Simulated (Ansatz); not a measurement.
# HgTe under changes of volume

One of the cells (32.157 Å³/atom); the others are scaled copies at fixed shape and fractional positions:

```
Hg Te
1.0
     0.00000    3.18000    3.18000
     3.18000    0.00000    3.18000
     3.18000    3.18000    0.00000
Hg Te
1 1
Direct
  0.00000 0.00000 0.00000
  0.50000 0.50000 0.50000
```

Measurements of this composition are mostly on another form, of space group No. 216.

```yaml
Program: Ansatz 0.2.0
Functional: LDA
Potentials_or_basis: all-electron LAPW, scalar-relativistic
Cutoff: 187 eV (chosen from the basis error)
Basis_error_allowed: 0.001 eV/atom
k_mesh: 7 × 7 × 7
Occupations: fermi-dirac, width 0.05 eV
Spin: no spin polarisation
```

```csv
volume (Å³/atom),energy over the lowest point (meV/atom),pressure (GPa)
30.228,0.00,-6.5
30.871,27.16,-7.0
31.514,56.34,-7.5
32.157,87.18,-7.8
32.801,119.40,-8.1
33.444,152.72,-8.4
34.087,?,?
```

Question: What does the run at 34.087 Å³/atom give?

Answer: Energy over the lowest point 186.94 meV/atom; pressure -8.6 GPa.

Worked out: A Birch-Murnaghan fit of order 3 (a polynomial in V^(-2/3)) to the other rows has no minimum within the range. It gives 186.90 meV/atom at 34.087 Å³/atom, against the run's 186.94, and -dE/dV = -8.6 GPa, against -8.6.

Energies are extrapolated to zero smearing.
